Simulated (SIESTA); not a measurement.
## HfC under changes of volume

One of the cells (12.568 Å³/atom); the others are scaled copies at fixed shape and fractional positions:

```
Hf C
1.0
     0.00000    2.32500    2.32500
     2.32500    0.00000    2.32500
     2.32500    2.32500    0.00000
Hf C
1 1
Cartesian
  2.3250 2.3250 2.3250
  0.0000 0.0000 0.0000
```

```yaml
Program: SIESTA 5.4.2
Functional: PBE
Potentials_or_basis: SG15 1.2 (PBE files) or PseudoDojo by element
Basis: DZP (energy shift 0.002 Ry)
Grid_cutoff: 800 Ry
Energy_shift: 0.002 Ry
k_mesh: 10 × 10 × 10
Occupations: fermi-dirac, width 0.05 eV
Spin: no spin polarisation
```

```tsv
volume (Å³/atom)	energy over the lowest point (meV/atom)	pressure (GPa)
11.814	0.00	1.5
12.065	1.15	-2.7
12.317	8.19	-6.4
12.568	21.19	-10.1
12.819	39.85	-13.7
13.071	?	?
13.322	95.02	-21.1
```

**Question.** What does the run at 13.071 Å³/atom give?

**Answer.** Energy over the lowest point 64.49 meV/atom; pressure -17.7 GPa.

Worked out: A Birch-Murnaghan fit of order 3 (a polynomial in V^(-2/3)) to the other rows has its minimum at 11.89 Å³/atom with B0 = V·E''(V) = 173 GPa (rough, since the energies scatter). It gives 64.63 meV/atom at 13.071 Å³/atom, against the run's 64.49, and -dE/dV = -17.6 GPa, against -17.7.

Energies are extrapolated to zero smearing.

Caveats: semicore shells carry a single zeta, which can move pressures by several GPa and volumes by a few percent; the basis of atomic orbitals isn't converged, which shifts pressures, moduli and gaps.
